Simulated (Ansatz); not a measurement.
PbI2 (started from an entry of an open crystallographic database) at its r2SCAN+rVV10 geometry, run in the plane-wave code Ansatz at 2 levels of theory. No magnetic order and no zero-point or thermal motion.

The PBE+SOC input:
```yaml
crystal:
  lattice:
    - [4.5657259784, 0.0, 0.0]
    - [-2.2828629892, 3.954034684, 0.0]
    - [0.0, 0.0, 7.0410821984]
  atoms:
    - { symbol: Pb, position: [0.0, 0.0, 0.0] }
    - { symbol: I, position: [0.3333333333, 0.6666666667, 0.2667794177] }
    - { symbol: I, position: [0.6666666667, 0.3333333333, 0.7332205823] }
kpoints:
  mp_grid: { grid: [6, 6, 4] }
  band_path:
    path:
      - [0.0, 0.0, 0.0]
      - [0.5, 0.0, 0.0]
      - [0.3333333333, 0.3333333333, 0.0]
      - [0.0, 0.0, 0.5]
      - [0.5, 0.0, 0.5]
      - [0.3333333333, 0.3333333333, 0.5]
    npoints: 1
hamiltonian:
  xc: pbe
scf:
  occupations: { method: fixed }
  n_extra_bands: 8
magnetization:
  noncollinear: true
  spin_orbit: true
output:
  forces: true
  stress: true
  eigenvalues: true
```

Main results, then, where recorded, the levels near the gap in eV from the Fermi energy (columns number the bands from 0), one row a point of the path (Γ, M, K, A, L, H):
```
Crystal: 3 atoms, lattice volume = 127.113 Å³
Symmetry: 12 space group operations + 12 with time reversal
Magnetic group: BNS 164.86 (UNI 1316)
```
```
Basis set: ecut = 420 eV, 2489 PW (Γ)
k-points: 24 of 144
SCF 1 converged in 8 iterations: F = -26978.777098 eV  dr2 = 4.72e-8
Free energy (F): -26978.777098 eV
Fermi energy:    5.155927 eV
--- Forces (eV/Å), atoms counted from 1 ---
  atom   1  Pb      0.00000      0.00000      0.00000
  atom   2  I       0.00000      0.00000      0.07362
  atom   3  I       0.00000      0.00000    -0.07362
--- Stress (GPa, compression-positive) ---
        1.220113       0.000000       0.000000
        0.000000       1.220113       0.000000
        0.000000       0.000000       1.300013
  P = ⅓ Tr σ = 1.2467 GPa (12.467 kbar)
```
```tsv
band_40	band_41	band_42	band_43	band_44	band_45	band_46	band_47	band_48	band_49	band_50	band_51	band_52	band_53
-0.973	-0.973	-0.790	-0.790	-0.763	-0.763	-0.620	-0.620	1.612	1.612	3.094	3.094	3.752	3.752
-2.024	-2.024	-1.984	-1.984	-0.955	-0.955	-0.374	-0.374	2.301	2.301	3.604	3.604	4.528	4.528
-2.600	-2.600	-1.753	-1.753	-1.699	-1.699	-0.822	-0.822	3.333	3.333	4.308	4.308	4.584	4.584
-1.387	-1.387	-0.937	-0.937	-0.576	-0.576	0.000	0.000	1.425	1.425	2.875	2.875	3.552	3.552
-1.921	-1.921	-1.592	-1.592	-1.126	-1.126	-0.692	-0.692	2.574	2.574	3.480	3.480	4.218	4.218
-2.900	-2.900	-1.056	-1.056	-0.895	-0.895	-0.194	-0.194	2.491	2.491	3.438	3.438	4.102	4.102
```

With PBE+SOC the gap is 1.43 eV and direct, at A.

Q: In the first input these blocks are replaced (the band path and keys that only write files left aside):
```yaml
hamiltonian:
  xc: r2scan
scf:
  occupations: { method: fixed }
  n_extra_bands: 4
```
(magnetization left out)
What comes out?

A:
```
Basis set: ecut = 500 eV, 3235 PW (Γ)
k-points: 24 of 144
SCF 1 converged in 7 iterations: F = -26979.187006 eV  dr2 = 9.00e-9
Free energy (F): -26979.187006 eV
Fermi energy:    4.752893 eV
--- Forces (eV/Å), atoms counted from 1 ---
  atom   1  Pb      0.00000      0.00000      0.00000
  atom   2  I       0.00000      0.00000    -0.00803
  atom   3  I       0.00000      0.00000      0.00803
--- Stress (GPa, compression-positive) ---
        0.714104       0.000000       0.000000
        0.000000       0.714104       0.000000
        0.000000       0.000000       0.709118
  P = ⅓ Tr σ = 0.7124 GPa (7.124 kbar)
```
```tsv
band_20	band_21	band_22	band_23	band_24	band_25	band_26
-1.058	-0.982	-0.982	-0.788	2.851	3.650	3.650
-2.118	-1.648	-0.841	-0.417	3.218	3.965	4.991
-2.363	-1.693	-1.693	-0.750	4.567	4.567	4.886
-1.199	-0.801	-0.801	0.000	2.623	3.471	3.471
-1.777	-1.389	-1.207	-0.738	3.535	4.029	4.411
-2.719	-0.847	-0.847	-0.140	3.663	3.663	4.456
```
r2SCAN gives a direct gap of 2.62 eV at A. The mean pressure is +0.71 GPa (compression positive), so r2SCAN would enlarge the cell's volume.

Totals of different functionals, or with and without spin-orbit coupling, can't be compared.

Only the levels marked +SOC include spin-orbit coupling.
